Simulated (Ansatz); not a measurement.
# WSe2: the cost of one run

Method: plane waves, PAW, in Ansatz 0.2.0.

4 further runs of the same task are left out: 4 that didn't finish.

**1. The structure to begin with**

It takes space group P-6m2 (No. 187, hexagonal). The conventional cell has a = 3.314 Å, b = 3.314 Å, c = 31.238 Å, α = 90.00°, β = 90.00°, γ = 120.00°. W (site symmetry -6m2) is surrounded by 6 Se at 2.53 Å. Se (site symmetry 3m) is surrounded by 3 W at 2.53 Å.

Structure file:

```
CELL_PARAMETERS angstrom
3.31442 0.00000 0.00000
-1.65721 2.87037 0.00000
0.00000 0.00000 31.23778
ATOMIC_POSITIONS crystal
W 0.33333 0.66667 0.28811
Se 0.66667 0.33333 0.34128
Se 0.66667 0.33333 0.23494
```

Cell and atoms come from an earlier r2SCAN relaxation. No spin polarisation is used; should the compound be magnetic, its bands and low-energy spectrum would differ. The cell holds one sheet and vacuum, and is periodic in the plane alone; ε, where given, is a mean over the whole height of the cell, so ε₂ and ε₁ − 1 scale inversely with that height and aren't the sheet's own values. Spin-orbit coupling, which matters for W, is in the runs so named alone.

**2. PBE, anion s p, 6×6×1**

Contents of input.yaml:

```yaml
crystal:
  lattice:
    - [3.3144224081, 0.0, 0.0]
    - [-1.657211204, 2.8703740043, 0.0]
    - [0.0, 0.0, 31.2377754424]
  atoms:
    - { symbol: W, position: [0.3333333333, 0.6666666667, 0.2881127056] }
    - { symbol: Se, position: [0.6666666667, 0.3333333333, 0.3412818171] }
    - { symbol: Se, position: [0.6666666667, 0.3333333333, 0.2349435941] }
  periodic: [true, true, false]
kpoints:
  mp_grid: { grid: [9, 9, 1] }
  band_path:
    path:
      - [0, 0, 0]
      - [0.5, 0, 0]
      - [0.3333333333333, 0.3333333333333, 0]
      - [0, 0, 0]
    npoints: 10
hamiltonian:
  xc: pbe
scf:
  occupations: { method: fixed }
  n_extra_bands: 6
output:
  forces: false
  stress: false
  eigenvalues: true
  wannier:
    kmesh: [6, 6, 1]
    projections: [{ species: Se, l: s, shell: 4 }, { species: Se, l: p, shell: 4 }]
    minimise: true
    write_hr: true
    conv_tol: 1.0e-08
    max_iter: 3000
```

Started as:

```console
> ansatz run input.yaml --threads 4 --pin off --max-ram 5529MiB --backend cpu --events-out ev --progress --plain --runs-dir out
```

What time and memory should one allow on 4 threads of Intel Xeon 6975P-C (Granite Rapids), shared host?

About 6.3 s, with a peak of 0.62 GiB.
